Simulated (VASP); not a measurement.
Write the native input for VASP 6.6.1 that does the following.

- Task: band structure
- Functional: SCAN
- Potentials or basis: VASP PAW PBE potentials, release 64 (Gd)
- Cutoff: 520 eV
- k mesh: 7 × 7 × 7
- Occupations: fermi-dirac, width 0.05 eV
- Spin: collinear spin, ferromagnetic start
- Starting moments: [7.0] μB
- Further INCAR settings: ALGO = Normal; EDIFF = 1e-06; NBANDS = 19

The structure of Gd lies in POSCAR:

```
Gd
1.0
   -2.0250000000      2.0250000000      2.0250000000
    2.0250000000     -2.0250000000      2.0250000000
    2.0250000000      2.0250000000     -2.0250000000
Gd
1
Direct
    0.0000000000      0.0000000000      0.0000000000
```

This isn't the form of Gd at room conditions, which is hcp.

The input as run:

INCAR

```
  PREC = Accurate
  ENCUT = 520
  EDIFF = 1E-6
  ISMEAR = -1
  SIGMA = 0.05
  LREAL = False
  LASPH = True
  NELM = 100
  ALGO = Normal
  ISIF = 2
  LWAVE = False
  LCHARG = False
  ISPIN = 2
  MAGMOM = 7
  LORBIT = 11
  LMAXMIX = 6
  METAGGA = SCAN
  LMIXTAU = True
  NBANDS = 19
```

KPOINTS

```
regular mesh
0
Gamma
  7 7 7
```

KPOINTS_OPT

```
path GHNGPH,PN
15
line-mode
reciprocal
 0.0000000000  0.0000000000  0.0000000000  G
 0.5000000000 -0.5000000000  0.5000000000  H

 0.5000000000 -0.5000000000  0.5000000000  H
 0.0000000000  0.0000000000  0.5000000000  N

 0.0000000000  0.0000000000  0.5000000000  N
 0.0000000000  0.0000000000  0.0000000000  G

 0.0000000000  0.0000000000  0.0000000000  G
 0.2500000000  0.2500000000  0.2500000000  P

 0.2500000000  0.2500000000  0.2500000000  P
 0.5000000000 -0.5000000000  0.5000000000  H

 0.2500000000  0.2500000000  0.2500000000  P
 0.0000000000  0.0000000000  0.5000000000  N
```

Potentials or basis: VASP PAW PBE potentials, release 64 (Gd).

Launch:

```bash
$ cat potpaw_PBE.64/Gd/POTCAR > POTCAR
$ mpirun -np 1 vasp_std > vasp.out
```

Results of the run:

| Property | Result |
| --- | --- |
| Pressure | -0.1 GPa |
| Band gap along the path | none (metal or under the smearing width) |
| Net moment | 8.39 μB per cell |
| Site moments | Gd +7.32 μB |
| Valence electrons inside the program's atomic spheres | Gd 15.21 |

Caveat: the PAW data sets were made with another functional, which shifts forces and pressure a little; spin-orbit coupling is left out, which moves the levels of the heavy elements.

Run time: 17 min on 1 thread of AMD EPYC 7R43 64-Core Processor (Zen 3), with other jobs on the host, peak memory 0.21 GiB.
